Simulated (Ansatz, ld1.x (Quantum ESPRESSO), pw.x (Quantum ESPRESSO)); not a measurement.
# Equation-of-state test of one TM potential (Sc (Z = 21))

- Element: Sc (Z = 21)
- Generator: ld1.x (Quantum ESPRESSO) 7.5
- Type: norm-conserving Troullier–Martins (Kleinman–Bylander form)
- Functional: PBE
- Relativity: scalar-relativistic
- Frozen core: [Ar]
- Valence charge: 3
- Reference configuration: 3d1 4s2 4p0
- Partial waves: 4p (bound, empty): rc 5.54 bohr; 3d (bound): rc 1.80 bohr; 4s (bound): rc 3.10 bohr
- Local potential: the s channel
- Core correction: none

Crystal test: bcc Sc in pw.x 7.5, no spin, 13³ k-points, Fermi–Dirac smearing 0.01 Ry, cutoffs 85/340 Ry. The reference is all-electron LAPW (Ansatz 0.2.0) with the same functional, mesh and smearing; V0 and B0 come from Birch–Murnaghan fits to the pressures at five volumes. Errors are pseudo minus all-electron; Δ is the rms difference of the E(V) curves that follow from these fits, minima aligned, over ±6 % about the mean V0. Mesh and smearing are coarse, so the numbers serve the comparison and aren't converged zero-temperature values; the lattice is a test structure that the element need not adopt.

All-electron: a0 = 3.685 Å (V0 = 25.02 Å³/atom), B0 = 52.2 GPa.

Q: How far does the potential miss the all-electron equation of state?

A: mean pressure error (GPa): +5.79. The pressure does not cross zero within the volumes sampled, so no fit is given. The largest radius (5.54 bohr) exceeds half the bond length (3.01 bohr), so the spheres overlap, which is one possible source of error among others. This is a poor potential for the solid.

```tsv
V (Å³/atom)	P all-electron (GPa)	P pseudo (GPa)
23.762	2.92	9.33
24.388	1.38	7.46
25.013	0.01	5.77
25.638	-1.23	4.24
26.264	-2.35	2.86
```

Q: At the middle volume, how do free energy and pressure move when the wave cutoff is lowered (ecutrho kept at four times it)?

A:

```
cutoff (Ry)  shift of F (meV/atom)  shift of P (GPa)
         38                +1142.1            -20.87
         51                 +152.7             -5.79
         68                   +3.5             -0.25
```

The run at the middle volume (84 k-points, 19 iterations) took about 40 s on one core of a shared host (Neoverse-V1, 32 threads, 247 GiB, load 13).
